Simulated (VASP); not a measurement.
**InSb: relaxation of cell and atoms with PBEsol**

InSb:

```xyz
2
Lattice="0.0000 3.2391 3.2391 3.2391 0.0000 3.2391 3.2391 3.2391 0.0000" Properties=species:S:1:pos:R:3 pbc="T T T"
In    0.0000    0.0000    0.0000
Sb    1.6196    1.6196    1.6196
```

```
Program                : VASP 6.6.1
Task                   : relaxation of cell and atoms
Functional             : PBEsol
Potentials or basis    : VASP PAW PBE potentials, release 64 (In_d, Sb)
Cutoff                 : 600 eV
k mesh                 : 10 × 10 × 10
Occupations            : gaussian, width 0.03 eV
Spin                   : no spin polarisation
Further INCAR settings : ALGO = Normal; EDIFF = 1e-06; IBRION = 2; EDIFFG = -0.01; NSW = 90; ISIF = 3
```

```json
{
  "Relaxed volume": "34.66 Å³/atom",
  "Relaxed cell": "a = 4.611 Å, b = 4.611 Å, c = 4.611 Å, α = 60.00°, β = 60.00°, γ = 60.00°",
  "Space group after relaxing (to 0.05 Å)": "F-43m (No. 216)",
  "Energy gained by relaxing": "1.8 meV/atom",
  "Ionic steps": "3",
  "Pressure after relaxing": "0.0 GPa",
  "Band gap on the k mesh": "none (metal or under the smearing width)"
}
```

Step by step:
| step | energy change (eV) | largest force (eV/Å) | pressure (GPa) | volume (Å³) |
| --- | --- | --- | --- | --- |
| 1 | 0.0000 | 0.0000 | 0.88 | 67.97 |
| 2 | -0.0031 | 0.0000 | -0.31 | 69.82 |
| 3 | -0.0036 | 0.0000 | -0.01 | 69.31 |

Final structure:
```
CELL_PARAMETERS angstrom
0.00000 3.26032 3.26032
3.26032 0.00000 3.26032
3.26032 3.26032 0.00000
ATOMIC_POSITIONS crystal
In 0.00000 0.00000 0.00000
Sb 0.25000 0.25000 0.25000
```

Levels at points of the mesh, in eV from the Fermi level:
| k point | band 6 | band 7 | band 8 | band 9 | band 10 | band 11 | band 12 | band 13 |
| --- | --- | --- | --- | --- | --- | --- | --- | --- |
| (0.00, 0.00, 0.00) | -10.64 | -0.38 | -0.01 | -0.01 | -0.01 | 2.92 | 2.92 | 2.92 |
| (0.50, 0.00, 0.00) | -9.31 | -5.58 | -0.99 | -0.99 | 0.43 | 3.76 | 3.76 | 5.96 |
| (0.50, 0.50, 0.00) | -8.72 | -5.88 | -2.22 | -2.22 | 1.27 | 1.28 | 8.00 | 8.00 |

It took 48 s on 1 thread of Intel(R) Xeon(R) 6975P-C (Granite Rapids) (shared host), peak memory 0.28 GiB.

Caveat: the PAW data sets were made with another functional, which shifts forces and pressure a little; this crystal is a semiconductor, whose small gap the functional closes, so the metal is an error of the method. Zero-point motion and thermal expansion aren't in these numbers.
